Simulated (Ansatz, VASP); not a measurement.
AlN in VASP and in Ansatz

```xyz
4
Lattice="3.2860 0.0000 0.0000 -1.6430 2.8457 0.0000 0.0000 0.0000 4.1528" Properties=species:S:1:pos:R:3 pbc="T T T"
Al    0.0000    1.8972    3.2098
Al    1.6430    0.9486    1.1333
N     0.0000    1.8972    0.8549
N     1.6430    0.9486    2.9314
```

Change from the starting cell: mode 4 frozen in at -0.185 Å, equal normal strain along x, y and z -0.0083.

Alike in both runs: task single point; functional PBE; k mesh 9 × 9 × 6; occupations gaussian, width 0.05 eV; no spin polarisation.

|  | VASP | Ansatz |
| --- | --- | --- |
| version | VASP 6.6.1 | Ansatz 0.2.0 |
| potentials or method | VASP PAW PBE potentials, release 64 (Al, N) | scalar-relativistic, plane waves, PAW |
| plane-wave cutoff (eV) | 520 | 520 |
| valence electrons in the cell | 16 | 16 |

|  | VASP | Ansatz | Ansatz less VASP |
| --- | --- | --- | --- |
| gap on the k mesh at the Fermi level (eV) | 3.77 | 3.76 | -0.010 |
| least direct gap on the mesh (eV) | 3.77 | 3.76 | -0.010 |
| pressure (GPa) | 13.3 | 13.4 | +0.16 |
| largest component of the traceless stress (GPa) | 25.24 | 25.02 | -0.218 |
| rms of the force components (eV/Å) | 1.007 | 1.003 | -0.0038 |

Atom by atom the forces differ by 0.004 eV/Å (rms over components).

Caveats: forces of over 1 eV/Å show positions far from the minimum, so gaps and moduli don't describe the material at rest.
